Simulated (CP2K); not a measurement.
**Moving the choice of potentials or basis in PbF2**

Symmetry: Fm-3m, No. 225, cubic system. The conventional cell has a = 5.927 Å, b = 5.927 Å, c = 5.927 Å, α = 90.00°, β = 90.00°, γ = 90.00°. Around Pb (site symmetry m-3m) lie 8 F at 2.57 Å. F (site symmetry -43m) is surrounded by 4 Pb at 2.57 Å.

Kept alike: task atomic charges; functional PBE; k mesh 8 × 8 × 8; occupations fermi-dirac, width 0.05 eV; no spin polarisation. Program: CP2K. The mesh is that of the run's cell of 3 atoms. No spin-orbit coupling.

| choice of potentials or basis | band gap (eV) |
| --- | --- |
| GTH_POTENTIALS Pb GTH-PBE-q4, F GTH-PBE-q7; DZVP-MOLOPT-SR-GTH basis | 4.349 |
| GTH_POTENTIALS Pb GTH-PBE-q4, F GTH-PBE-q7; TZVP-MOLOPT-SR-GTH, TZVP-MOLOPT-GTH basis | 4.356 |
| POTENTIAL_UZH Pb GTH-PBE-q4, F GTH-PBE-q7; DZVP-MOLOPT-PBE-GTH basis | 4.312 |
| POTENTIAL_UZH Pb GTH-PBE-q4, F GTH-PBE-q7; TZV2P-MOLOPT-PBE-GTH basis | 4.328 |
| POTENTIAL_UZH Pb GTH-PBE-q4, F GTH-PBE-q7; TZVP-MOLOPT-PBE-GTH basis | 4.327 |
| POTENTIAL_UZH Pb GTH-PBE-q4, F GTH-PBE-q7; ccGRB-D basis | 4.501 |

Spin-orbit coupling, left out here, moves the band edges of heavy atoms and can close or invert small gaps. Runs of this series that gave no sound value for these columns are left out. A gap read on the mesh alone can miss an edge between its points.

Q: What does the choice of potentials or basis change here?

A: The band gap runs from 4.312 (POTENTIAL_UZH Pb GTH-PBE-q4, F GTH-PBE-q7; DZVP-MOLOPT-PBE-GTH basis) to 4.501 eV (POTENTIAL_UZH Pb GTH-PBE-q4, F GTH-PBE-q7; ccGRB-D basis).
